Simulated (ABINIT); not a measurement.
The system is SnO2 (Cassiterite).

```
Sn O
1.0
     4.73800    0.00000    0.00000
     0.00000    4.73800    0.00000
     0.00000    0.00000    3.18650
Sn O
2 4
Direct
  0.50000 0.50000 0.50000
  0.00000 0.00000 0.00000
  0.80710 0.19290 0.50000
  0.69290 0.69290 0.00000
  0.19290 0.80710 0.50000
  0.30710 0.30710 0.00000
```

| Quantity | Value |
| --- | --- |
| Program | ABINIT 10.8.3 (patched build) |
| Task | relaxation of cell and atoms |
| Functional | PBE |
| Dispersion | D3(BJ) |
| Potentials or basis | JTH PAW PBE v2.0 |
| Cutoff | 626 eV |
| k mesh | 3 × 3 × 4 |
| Occupations | fermi-dirac, width 0.05 eV |
| Spin | no spin polarisation |

At the start: pressure 7.1 GPa; volume 11.92 Å³/atom.

Task: How do energy, volume and symmetry change on relaxing?

Result: Over 6 steps the energy falls by 9.2 meV/atom and the volume is 12.32 Å³/atom (+3.4 %); space group P4_2/mnm (No. 136, to 0.05 Å).

Step by step:
```csv
step,energy change (eV),largest force (eV/Å),pressure (GPa),volume (Å³)
1,0.0000,0.2652,7.09,71.53
2,-0.0488,0.1091,2.29,73.10
3,-0.0552,0.0331,0.12,73.88
4,-0.0553,0.0226,-0.01,73.93
5,-0.0554,0.0083,-0.09,73.96
6,-0.0554,0.0004,-0.06,73.95
```

Final structure:
```yaml
crystal:
  lattice:
    - [4.78701, 0.00000, 0.00000]
    - [0.00000, 4.78701, 0.00000]
    - [0.00000, 0.00000, 3.22704]
  atoms:
    - { symbol: Sn, position: [0.50000, 0.50000, 0.50000] }
    - { symbol: Sn, position: [0.00000, 0.00000, 0.00000] }
    - { symbol: O, position: [0.80620, 0.19380, 0.50000] }
    - { symbol: O, position: [0.69380, 0.69380, 0.00000] }
    - { symbol: O, position: [0.19380, 0.80620, 0.50000] }
    - { symbol: O, position: [0.30620, 0.30620, 0.00000] }
```

Caveat: the k mesh is coarse (spacing up to 0.49 Å⁻¹), so the values aren't converged; the atomic spheres overlap.
